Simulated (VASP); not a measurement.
Here is a VASP 6.6.1 calculation.

Contents of POSCAR:

```
C
1.0
    2.1273203072     -1.2282824400      0.0000000000
    2.1273203072      1.2282824400      0.0000000000
   -1.3790696309      0.0000000000      3.5028300786
C
2
Direct
    0.1666444700      0.1666444700      0.9999069600
    0.8333555300      0.8333555300      0.0000930400
```

INCAR.step1

```
SYSTEM = C
PREC = Accurate ; ENCUT = 520
EDIFF = 1E-6 ; ISMEAR = -1
SIGMA = 0.05 ; LREAL = .False.
LASPH = .True. ; NELM = 80
ALGO = Normal ; ISIF = 2
LWAVE = .False. ; LCHARG = .True.
GGA = 91 ; NBANDS = 11
```

Contents of KPOINTS.step1:

```
regular mesh
0
Gamma
  13 13 8
  0 0 0
```

INCAR.step2

```
SYSTEM = C
PREC = Accurate ; ENCUT = 520
EDIFF = 1E-6 ; ISMEAR = 0
SIGMA = 0.05 ; LREAL = .False.
LASPH = .True. ; NELM = 80
ALGO = Normal ; ISIF = 2
LWAVE = .False. ; LCHARG = .False.
GGA = 91 ; NBANDS = 11
ICHARG = 11
```

File KPOINTS.step2:

```
path GYFLI,I1ZF1,YX1,XGN,MG
15
line-mode
reciprocal
 0.0000000000  0.0000000000  0.0000000000  G
 0.5000000000  0.5000000000 -1.0000000000  Y

 0.5000000000  0.5000000000 -1.0000000000  Y
 0.4123194886  0.4123194886 -1.1190266490  F

 0.4123194886  0.4123194886 -1.1190266490  F
 0.5000000000  0.5000000000 -0.5000000000  L

 0.5000000000  0.5000000000 -0.5000000000  L
 0.6935932999  0.3064067001 -0.5000000000  I

 0.3064067001 -0.3064067001  0.5000000000  I1
 0.0000000000  0.0000000000  0.5000000000  Z

 0.0000000000  0.0000000000  0.5000000000  Z
 0.5876805114  0.5876805114  0.1190266490  F1

 0.5000000000  0.5000000000 -1.0000000000  Y
 0.6104897536  0.3895102464 -1.0000000000  X1

 0.3895102464 -0.3895102464  0.0000000000  X
 0.0000000000  0.0000000000  0.0000000000  G

 0.0000000000  0.0000000000  0.0000000000  G
 0.5000000000  0.0000000000 -0.5000000000  N

 0.5000000000  0.0000000000  0.0000000000  M
 0.0000000000  0.0000000000  0.0000000000  G
```

Potentials or basis: VASP PAW PBE potentials, release 64 (C).

The run is started by

```bash
$ cat potpaw_PBE.64/C/POTCAR > POTCAR
$ cp INCAR.step1 INCAR
$ cp KPOINTS.step1 KPOINTS
$ mpirun -np 1 vasp_std > vasp.out
$ cp INCAR.step2 INCAR
$ cp KPOINTS.step2 KPOINTS
$ mpirun -np 1 vasp_std > vasp.out
```

Question: Estimate the band gap along the path.

Answer: 0.33 eV, direct.

Levels at the corners of the path, in eV from the valence-band top:
| point | band 2 | band 3 | band 4 | band 5 | band 6 | band 7 |
| --- | --- | --- | --- | --- | --- | --- |
| Γ | -6.70 | -2.91 | -2.90 | 4.03 | 8.57 | 8.57 |
| Y | -13.12 | -6.33 | -2.47 | 1.56 | 7.52 | 13.05 |
| Y | -13.12 | -6.33 | -2.47 | 1.56 | 7.52 | 13.05 |
| F | -11.46 | -6.14 | -2.87 | 2.69 | 7.68 | 9.82 |
| F | -11.46 | -6.14 | -2.87 | 2.69 | 7.68 | 9.82 |
| L | -13.17 | -6.29 | -1.97 | 2.07 | 7.80 | 11.85 |
| L | -13.17 | -6.29 | -1.97 | 2.07 | 7.80 | 11.85 |
| I | -11.91 | -10.22 | -1.05 | 1.19 | 10.70 | 13.42 |
| I1 | -11.91 | -10.22 | -1.05 | 1.19 | 10.70 | 13.42 |
| Z | -8.27 | -2.92 | -2.91 | 8.53 | 8.54 | 9.66 |
| Z | -8.27 | -2.92 | -2.91 | 8.53 | 8.54 | 9.66 |
| F1 | -11.46 | -6.14 | -2.87 | 2.69 | 7.68 | 9.82 |
| Y | -13.12 | -6.33 | -2.47 | 1.56 | 7.52 | 13.05 |
| X1 | -12.45 | -9.16 | -1.41 | 1.30 | 11.32 | 11.33 |
| X | -12.45 | -9.16 | -1.41 | 1.30 | 11.32 | 11.33 |
| Γ | -6.70 | -2.91 | -2.90 | 4.03 | 8.57 | 8.57 |
| Γ | -6.70 | -2.91 | -2.90 | 4.03 | 8.57 | 8.57 |
| N | -13.11 | -6.32 | -2.51 | 1.51 | 7.52 | 13.14 |
| M | -13.17 | -6.29 | -1.93 | 2.13 | 7.80 | 11.76 |
| Γ | -6.70 | -2.91 | -2.90 | 4.03 | 8.57 | 8.57 |

Caveat: the log is that of the step along the path at fixed density, whose energy, stress, charges and moments have no meaning.
